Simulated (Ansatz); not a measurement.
# WSe₂: a line through a two-coordinate scan

One table from this session's results is given with a row withheld; the runs are named, their logs left out.

Program: Ansatz 0.2.0. Level of theory: DFT PBE+D3(BJ), scalar-relativistic, plane waves, PAW. These are calculated values, not measurements.

16 further runs of the same task are left out: 16 set aside as unsound or not needed.

### The structure to begin with

It takes space group P-6m2 (No. 187, hexagonal). The conventional cell has a = 3.279 Å, b = 3.279 Å, c = 7.006 Å, α = 90.00°, β = 90.00°, γ = 120.00°. W (site symmetry -6m2) has 6 Se at 2.53 Å as nearest neighbours. Se (site symmetry 3m) has 3 W at 2.53 Å as nearest neighbours.

Structure file:

```
CELL_PARAMETERS angstrom
3.27899 0.00000 0.00000
-1.63949 2.83968 0.00000
0.00000 0.00000 7.00562
ATOMIC_POSITIONS crystal
W 0.00000 0.00000 0.00000
Se 0.33333 0.66667 0.24055
Se 0.33333 0.66667 0.75945
```

It goes back to an entry of the Materials Project, which need not be the stable form.

This cell was relaxed beforehand with the same method: volume 21.74 Å³/atom, gap on the mesh 1.34 eV.

### Plan of the line

The energy is mapped over two homogeneous strains (x along [1 0 0], y along [1 2 0], z along [0 0 1] of the conventional cell).

First coordinate, strain +e along x and -e along y: 7 values from −15 to 15 %. Second coordinate, strain +e along z and -e/2 along x and y: 7 values from −7.00 %.

Nothing else is relaxed (fractional coordinates fixed). Energies count from the relaxed crystal. Points are written as (first, second).

Set-up of the first run:

Input file input.yaml:

```yaml
crystal:
  lattice:
    - [2.9019021618, 0.0, 0.0]
    - [-1.4509510809, 3.3650264123, 0.0]
    - [0.0, 0.0, 6.5152257712]
  atoms:
    - { symbol: W, position: [0.0, 0.0, 0.0] }
    - { symbol: Se, position: [0.3333333333, 0.6666666667, 0.2405528385] }
    - { symbol: Se, position: [0.3333333333, 0.6666666667, 0.7594471615] }
basis:
  ecutwfc: 420
kpoints:
  mp_grid: { grid: [9, 9, 4] }
hamiltonian:
  xc: pbe
  pseudopotentials: { kind: paw, azcp: { folder: soft_1 } }
  dispersion: d3bj
scf:
  occupations: { method: gaussian, width: 0.05 }
output:
  forces: true
  stress: true
  eigenvalues: true
  write_density: true
  write_potential: true
  elf: true
  volumetric_format: npy
```

The run is started by

```sh
> ansatz run input.yaml --threads 1 --pin off --max-ram 2048MiB --backend cpu --events-out ev --progress --plain --runs-dir out
```

Among the steps run: Point (−15 %, −7.00 %); The run at (−15 %, −2.33 %); The run at (−15 %, 0.00 %); Grid point (−15 %, 2.33 %); The run at (−15 %, 4.67 %); Grid point (−15 %, 7.00 %).

One of the session's tables, all rows but one given; the rest of the session is left out.

| strain +e along z and -e/2 along x and y (%) | energy (meV/atom) | slope (meV/atom per %) | pressure (GPa) | band gap on the k-mesh (eV) | largest force on an atom (eV/Å) |
| --- | --- | --- | --- | --- | --- |
| −7.00 | 503 | −1.9 | 11.41 | 0.59 | 1.90 |
| −4.67 | ? | ? | ? | ? | ? |
| −2.33 | 539 | 16.5 | 11.05 | 0.00 | 1.55 |
| 0.00 | 584 | 23.1 | 11.04 | 0.00 | 1.47 |
| 2.33 | 643 | 28.9 | 11.23 | 0.00 | 1.34 |
| 4.67 | 716 | 33.2 | 11.61 | 0.00 | 1.20 |
| 7.00 | 789 | 30.2 | 11.79 | 0.00 | 1.41 |

Estimate the missing values for strain +e along z and -e/2 along x and y (%) = −4.67.

Worked estimate for «energy (meV/atom)». A straight line through the neighbours (−7.00, 503) and (−2.33, 539) gives 503 + (539 − 503) × (−4.67 − −7.00) / (−2.33 − −7.00) = 521; a parabola fitted to 3 rows on both sides gives 512.

As computed: energy (meV/atom): 510; slope (meV/atom per %): 7.9; pressure (GPa): 11.14; band gap on the k-mesh (eV): 0.35; largest force on an atom (eV/Å): 1.71. In «energy (meV/atom)» the line misses by +11 and the parabola by +2.

Energies count from the relaxed crystal. Rows without a step come from runs not printed here or follow by symmetry. Slopes come from the forces (and the stress, where the cell changes), not from differences of energies.

What this shows: The lowest point computed is at the end of the line, −7.00 %, but the slope there points inward, so the minimum lies between it and the next point. The highest point computed, at 7.00 %, lies 286 meV/atom above the lowest. The gap on the mesh reads zero on part of the line; semilocal functionals close small gaps early. A rigid map gives upper bounds: relaxing the other coordinates can only lower a point. The gap on the mesh closes on part of the grid.
